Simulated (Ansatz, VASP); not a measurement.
## Two plane-wave programs on Be4Se

```
Be Se
1.0
     3.88137    0.00000    0.00000
     0.00000    3.88137    0.00000
     0.00000    0.00000    3.88137
Be Se
4 1
Direct
  0.00000 0.00000 0.00000
  0.50000 0.50000 0.00000
  0.50000 0.00000 0.50000
  0.00000 0.50000 0.50000
  0.50000 0.50000 0.50000
```

Change from the starting cell: species swapped into the Mn4N type (Pm-3m, No. 221).

Alike in both runs: task relaxation of cell and atoms; functional PBE; k mesh 4 × 4 × 4; occupations gaussian, width 0.1 eV; no spin polarisation.

|  | VASP | Ansatz |
| --- | --- | --- |
| version | VASP 6.6.1 | Ansatz 0.2.0 |
| potentials or method | VASP PAW PBE potentials, release 64 (Be, Se) | scalar-relativistic, plane waves, PAW |
| plane-wave cutoff (eV) | 600 | 420 |
| valence electrons in the cell | 14 | 24 |

```csv
,VASP,Ansatz,Ansatz less VASP
"gap on the k mesh at the Fermi level, each at its own relaxed structure (eV)",none,none,-
relaxed volume (Å³/atom),15.54,15.47,-0.068
relaxed cell length with the largest relative difference (Å),4.267,4.261,-0.0062
energy change over the relaxation (meV/atom),-275,-269,+5.6
```

A gap of «none» marks a metal or a gap that the smearing closes. The two sets of potentials don't hold the same shells in valence.

Caveats: the k mesh is coarse (spacing up to 0.40 Å⁻¹), so the values aren't converged; the volume moved by over 15 % at a fixed basis, so the end points are rough (VASP).
